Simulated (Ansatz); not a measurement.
A (110) slab of WC (P-6m2 (No. 187)), 8 planes, outer planes WC (top) and WC (bottom), with 16 atoms (W8C8) in a surface cell of A = 14.408 Å², as cut from the bulk:

```
CELL_PARAMETERS angstrom
2.84713 0.00000 0.00000
0.00000 5.06059 0.00000
0.00000 0.00000 25.22607
ATOMIC_POSITIONS crystal
W 0.00000 0.50000 0.29731
C 0.50000 0.83333 0.29731
W 0.00000 0.00000 0.35522
C 0.50000 0.33333 0.35522
W 0.00000 0.50000 0.41313
C 0.50000 0.83333 0.41313
W 0.00000 0.00000 0.47104
C 0.50000 0.33333 0.47104
W 0.00000 0.50000 0.52896
C 0.50000 0.83333 0.52896
W 0.00000 0.00000 0.58687
C 0.50000 0.33333 0.58687
W 0.00000 0.50000 0.64478
C 0.50000 0.83333 0.64478
W 0.00000 0.00000 0.70269
C 0.50000 0.33333 0.70269
```

Computed with DFT PBE, scalar-relativistic, plane waves, PAW in Ansatz. Plane waves to 420 eV, a k mesh through Γ of 12×7×1 on the computed 16-atom cell and Gaussian smearing (0.10 eV); no spin polarisation.

Against the same 16 atoms in the bulk, the slab as cut lies 7.706 eV higher and the relaxed slab 6.761 eV higher.

(1) Work out the surface energy before and after relaxation.

(2) What is the ideal work of this cut, per area?

Results:

(1) The slab has two faces, so γ = (E_slab − N·E_bulk)/(2A), the mean of both. As cut: 7.706/(2 × 14.408) = 0.2674 eV/Å², and 1 eV/Å² = 16.02 J/m², so γ = 4.28 J/m². Relaxed: 6.761/(2 × 14.408) = 0.2346 eV/Å² = 3.76 J/m². Relaxation recovers 12 % of the cost of cutting.

(2) Griffith's ideal work is 2γ: 8.57 J/m² if the new faces stay rigid, 7.52 J/m² if they relax. One thickness was run, 8 planes, so γ can still shift with it.